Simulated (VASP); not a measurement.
# N (Fm-3m) in VASP: further runs

Runs on N. Level: PBE+D3(BJ). Tasks: single point.

Everything below comes from runs of VASP 6.6.1. Logs are shortened: lines on timing, memory, paths and dates and some standing lists are left out, and cuts for length are marked.

## Step 1: The crystal as given

Symmetry: Fm-3m, No. 225, cubic system. The conventional cell has a = 3.108 Å, b = 3.108 Å, c = 3.108 Å, α = 90.00°, β = 90.00°, γ = 90.00°. N (site symmetry m-3m) is surrounded by 12 N at 2.20 Å.

The real solid is made of molecules; this cell is a model form.

## Step 2: Single point, PBE+D3(BJ)

File INCAR:

```
PREC = Accurate
ENCUT = 520
EDIFF = 1E-6
ISMEAR = 0
SIGMA = 0.15
LREAL = False
LASPH = True
NELM = 100
ALGO = Fast
ISIF = 2
LWAVE = False
LCHARG = False
GGA = PE
IVDW = 12
NBANDS = 8
```

File KPOINTS:

```
regular mesh
0
Gamma
  28 28 28
```

File POSCAR:

```
N
1.0
    0.0000000000      1.5538086100      1.5538086100
    1.5538086100      0.0000000000      1.5538086100
    1.5538086100      1.5538086100      0.0000000000
N
1
Direct
    0.0000000000      0.0000000000      0.0000000000
```

Potentials or basis: VASP PAW PBE potentials, release 64 (N).

Run with:

```
$ cat potpaw_PBE.64/N/POTCAR > POTCAR
$ mpirun -np 1 vasp_std > vasp.out
```

OUTCAR:

```text
PREC = Accurate
   ENCUT = 520
   EDIFF = 1E-6
   ISMEAR = 0
   LREAL = False
   LASPH = True
   NELM = 100
   ISIF = 2
   GGA = PE
   IVDW = 12
 IVDW          = 12

 ion  position               nearest neighbor table
   1  0.000  0.000  0.000-

  LATTYP: Found a face centered cubic cell.
 ALAT       =     3.1076172200

  Lattice vectors:

 A1 = (   0.0000000000,   1.5538086100,   1.5538086100)
 A2 = (   1.5538086100,   0.0000000000,   1.5538086100)
 A3 = (   1.5538086100,   1.5538086100,   0.0000000000)

Analysis of symmetry for initial positions (statically):
=====================================================================
 Subroutine PRICEL returns:
 Original cell was already a primitive cell.

 Routine SETGRP: Setting up the symmetry group for a
 face centered cubic supercell.

 Subroutine GETGRP returns: Found 48 space group operations
 (whereof 48 operations were pure point group operations)
 out of a pool of 48 trial point group operations.

The static configuration has the point symmetry O_h .

Analysis of symmetry for dynamics (positions and initial velocities):
=====================================================================
 Subroutine PRICEL returns:
 Original cell was already a primitive cell.

 Routine SETGRP: Setting up the symmetry group for a
 face centered cubic supercell.

 Subroutine GETGRP returns: Found 48 space group operations
 (whereof 48 operations were pure point group operations)
 out of a pool of 48 trial point group operations.

The dynamic configuration has the point symmetry O_h .

 Subroutine INISYM returns: Found 48 space group operations
 (whereof 48 operations are pure point group operations),
 and found     1 'primitive' translations

----------------------------------------------------------------------------------------

                                     Primitive cell

  volume of cell :       7.5028

  direct lattice vectors                    reciprocal lattice vectors
     0.000000000  1.553808610  1.553808610    -0.321789953  0.321789953  0.321789953
     1.553808610  0.000000000  1.553808610     0.321789953 -0.321789953  0.321789953
     1.553808610  1.553808610  0.000000000     0.321789953  0.321789953 -0.321789953

  length of vectors
     2.197417210  2.197417210  2.197417210     0.557356548  0.557356548  0.557356548

  position of ions in fractional coordinates (direct lattice)
     0.000000000  0.000000000  0.000000000

  ion indices of the primitive-cell ions
   primitive index   ion index
                 1           1

[... 77 lines left out ...]
   ISIF   =      2    stress and relaxation
   ISYM   =      2    0-nonsym 1-usesym 2-fastsym
   POTIM  = 0.5000    time-step for ionic-motion
   TEBEG  =    0.0;   TEEND  =   0.0 temperature during run
   PSTRESS=    0.0 pullay stress
   NELECT =       5.0000    total number of electrons
   NUPDOWN=      -1.0000    fix difference up-down
   EMIN   =  10.00;   EMAX   =-10.00  energy-range for DOS
   EFERMI =   0.00;   METHOD = LEGACY
   ISMEAR =     0;   SIGMA  =   0.15  broadening in eV -4-tet -1-fermi 0-gaus
   EFERMI_NEDOS =   21; number of points for ismear=-14 and -15
   IALGO  =     68    algorithm
   IMIX   =      4    mixing-type and parameters
     AMIX     =   0.40;   BMIX     =  1.00
     AMIX_MAG =   1.60;   BMIX_MAG =  1.00
  volume/ion in A,a.u.               =       7.50        50.63
  Fermi-wavevector in a.u.,A,eV,Ry     =   1.429960  2.702233 27.821008  2.044786
  Thomas-Fermi vector in A             =   2.549857
   LORBIT       =      0    0 simple, 1 ext, 2 COOP (PROOUT), +10 PAW based schemes
   GGA     = PE    functional components
   LHFCALC =     F    Hartree Fock is set to
   AEXX    =    0.0000 exact exchange contribution
   IVDW    =    12    specifies the selected vdW correction
   LEPSILON=     F    determine dielectric tensor
   LRPA    =     F    only Hartree local field effects (RPA)
 non-spin polarized calculation
 RMM-DIIS sequential band-by-band and
 Gauss-broadening in eV      SIGMA  =   0.15
  energy-cutoff  :      520.00
  volume of cell :        7.50
 maximum number of plane-waves:       210
   NGX =  9   NGY =  9   NGZ =  9

 number of electron       4.9999999 magnetization

 Free energy of the ion-electron system (eV)
  ---------------------------------------------------
  ext. energy  EPLUGINS =         0.00000000
  ---------------------------------------------------
  free energy    TOTEN  =        -3.84227144 eV

  energy without entropy =       -3.83469340  energy(sigma->0) =       -3.83848242

 E-fermi :   5.4983     XC(G=0): -12.6461

 val. band max:        5.4973227704   @ k =  -0.2500   0.2143   0.0714
 cond. band min:       5.5071110944   @ k =   0.5000   0.4643   0.0000
 fundamental gap:      0.0097883240
 Fermi energy:         5.4982796030

 k-point     1 :       0.0000    0.0000    0.0000
  band No.  band energies     occupation
      1     -14.6771      2.00000
      2       9.5412      0.00000
      3       9.5412      0.00000
      4       9.5412      0.00000
      5      29.0722      0.00000
      6      37.4674      0.00000
      7      37.4674      0.00000
      8      37.4674      0.00000
[... 243 lines left out ...]
 k-point    24 :       0.3214    0.0357    0.0000
  band No.  band energies     occupation
      1     -11.2657      2.00000
      2       2.3121      2.00000
      3       8.5298      0.00000
      4       8.7361      0.00000
      5      28.8141      0.00000
      6      31.8254      0.00000
      7      36.2168      0.00000
      8      36.8211      0.00000

 [... further k-points ...]

------------------------ aborting loop because EDIFF is reached ----------------------------------------

 Edisp (eV)   -0.18610

 E8    (eV) :    -0.0465

  FORCE on cell =-STRESS in cart. coord.  units (eV):
  Direction    XX          YY          ZZ          XY          YZ          ZX
  --------------------------------------------------------------------------------------
  -------------------------------------------------------------------------------------
  Total      -0.02504    -0.02504    -0.02504    -0.00000    -0.00000     0.00000
  in kB      -5.34811    -5.34811    -5.34811    -0.00000    -0.00000     0.00000
  external pressure =       -5.35 kB  Pullay stress =        0.00 kB

 VOLUME and BASIS-vectors are now :
 -----------------------------------------------------------------------------
  energy-cutoff  :      520.00
  volume of cell :        7.50
      direct lattice vectors                 reciprocal lattice vectors
     0.000000000  1.553808610  1.553808610    -0.321789953  0.321789953  0.321789953
     1.553808610  0.000000000  1.553808610     0.321789953 -0.321789953  0.321789953
     1.553808610  1.553808610  0.000000000     0.321789953  0.321789953 -0.321789953

 POSITION                                       TOTAL-FORCE (eV/Angst)
 -----------------------------------------------------------------------------------
      0.00000      0.00000      0.00000         0.000000      0.000000      0.000000
 -----------------------------------------------------------------------------------
    total drift:                                0.000000      0.000000     -0.000000

  FREE ENERGIE OF THE ION-ELECTRON SYSTEM (eV)
  ---------------------------------------------------
  free  energy   TOTEN  =        -4.0283735400 eV

  energy  without entropy=       -4.0207954999  energy(sigma->0) =       -4.02458452
```

stdout:

```text
POSCAR found type information on POSCAR N
 POSCAR found :  1 types and       1 ions
 scaLAPACK will be used
 LDA part: xc-table for (Slater+PW92), standard interpolation
 POSCAR, INCAR and KPOINTS ok, starting setup
 FFT: planning ... GRIDC
 FFT: planning ... GRID_SOFT
 FFT: planning ... GRID
 WAVECAR not read
 entering main loop
```

It took 11 s on 1 thread of Intel Xeon Platinum 8259CL at 2.50GHz (Skylake/Cascade Lake), shared host; peak memory 0.14 GiB.

Results:

```
Free energy                : -4.0284 eV
Pressure                   : -0.5 GPa
Band gap on the k mesh     : none (metal or under the smearing width)
Dispersion energy per atom : -0.186 eV
```

Caveat: pairwise dispersion overbinds metals, which lowers pressure and volume.

## Step 3: Single point, PBE+D3(BJ)

File INCAR:

```
PREC = Accurate ; ENCUT = 520
EDIFF = 1E-6 ; ISMEAR = 0
SIGMA = 0.15 ; LREAL = False
LASPH = True ; NELM = 100
ALGO = Fast ; ISIF = 2
LWAVE = False ; LCHARG = True
GGA = PE ; IVDW = 12
LELF = True ; LVHAR = True
NBANDS = 8
```

File KPOINTS:

```
Automatic mesh
0
Gamma
  26 26 26
```

POSCAR is that of step 2.

Potentials or basis: VASP PAW PBE potentials, release 64 (N).

Run with:

```
$ cat potpaw_PBE.64/N/POTCAR > POTCAR
$ mpirun -np 1 vasp_std > vasp.out
```

Wall time 9.4 s (1 thread of Intel Xeon Platinum 8259CL at 2.50GHz (Skylake/Cascade Lake), shared host); peak memory 0.14 GiB.

The run converged. Its results:

```yaml
Free_energy: -4.0276 eV
Pressure: -0.3 GPa
Band_gap_on_the_k_mesh: none (metal or under the smearing width)
Dispersion_energy_per_atom: -0.186 eV
```

Levels at points of the mesh, in eV from the Fermi level:
```tsv
k point	band 1	band 2	band 3	band 4	band 5	band 6	band 7
(0.00, 0.00, 0.00)	-20.17	4.05	4.05	4.05	23.58	31.98	31.98
(0.50, 0.00, 0.00)	-13.37	-8.19	2.87	2.87	22.29	26.86	29.51
(0.50, 0.50, 0.00)	-10.83	-6.73	0.14	0.14	15.13	18.71	32.55
```

Caveat: pairwise dispersion overbinds metals, which lowers pressure and volume.
